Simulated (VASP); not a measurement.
**ZnS in VASP 6.6.1, single-point calculation**

INCAR

```
LASPH = .TRUE.
LCHARG = .FALSE.
NELM = 120
ENCUT = 600
EDIFF = 1E-7
SIGMA = 0.02
PREC = Accurate
ISMEAR = -1
LWAVE = .FALSE.
NSW = 0
IBRION = -1
ISIF = 2
NBANDS = 16
GGA = PE
LREAL = .FALSE.
```

KPOINTS

```
KPOINTS created by Atomic Simulation Environment
0
Gamma
8 8 8
0 0 0
```

POSCAR

```
Zn S
 1.0000000000000000
     0.0000000000000000    2.5863223992000002    2.5863223992000002
     2.5863223992000002    0.0000000000000000    2.5863223992000002
     2.5863223992000002    2.5863223992000002    0.0000000000000000
 Zn  S
   1   1
Cartesian
  0.0000000000000000  0.0000000000000000  0.0000000000000000
  1.2931611996000003  1.2931611996000003  1.2931611996000003
```

The recommended PBE PAW datasets give the neutral cell 18 valence electrons.

Command

```
mpirun -np 1 vasp_std
```

Predict the outcome of this run.

It converged. Results: gap between bands v and c on the k mesh 2.71 eV; least direct gap on the k mesh 2.71 eV; pressure 15.2 GPa. Band v is the last that the valence electrons fill when counted band by band, and c is the next.

OSZICAR

```
N       E                     dE             d eps       ncg     rms          rms(c)
DAV:   1     0.969072512449E+02    0.96907E+02   -0.97689E+03   928   0.154E+03
DAV:   2    -0.542975640198E+00   -0.97450E+02   -0.91512E+02  1016   0.293E+02
DAV:   3    -0.699505495227E+01   -0.64521E+01   -0.64180E+01  1144   0.699E+01
DAV:   4    -0.706055741023E+01   -0.65502E-01   -0.65482E-01  1104   0.701E+00
DAV:   5    -0.706121430440E+01   -0.65689E-03   -0.65688E-03  1184   0.718E-01    0.887E+00
DAV:   6    -0.663954420963E+01    0.42167E+00   -0.77086E-01  1336   0.330E+01    0.676E+00
DAV:   7    -0.661266210672E+01    0.26882E-01   -0.30231E-01  1184   0.552E+00    0.328E+00
DAV:   8    -0.661168875051E+01    0.97336E-03   -0.73879E-03  1192   0.158E+00    0.861E-01
DAV:   9    -0.661165926212E+01    0.29488E-04   -0.17362E-03  1120   0.329E-01    0.783E-02
DAV:  10    -0.661174154277E+01   -0.82281E-04   -0.16980E-04  1176   0.997E-02    0.746E-02
DAV:  11    -0.661179765657E+01   -0.56114E-04   -0.70825E-05  1008   0.602E-02    0.567E-02
DAV:  12    -0.661179666954E+01    0.98704E-06   -0.46125E-06  1288   0.229E-02    0.308E-03
DAV:  13    -0.661179689172E+01   -0.22218E-06   -0.68332E-07  1056   0.103E-02    0.161E-03
DAV:  14    -0.661179690776E+01   -0.16043E-07   -0.52416E-08   936   0.489E-03
   1 F= -.66117969E+01 E0= -.66117969E+01  d E =-.202858E-12
```

Standard output (part)

```
POSCAR found type information on POSCAR ZnS
 POSCAR found :  2 types and       2 ions
 LDA part: xc-table for (Slater+PW92), standard interpolation
 POSCAR, INCAR and KPOINTS ok, starting setup
 WAVECAR not read
 entering main loop
```

For comparison, a separate PBE run of the intended cell, on usual settings and not on those above, gives a gap of 2.71 eV on its mesh and a pressure of 15.2 GPa.
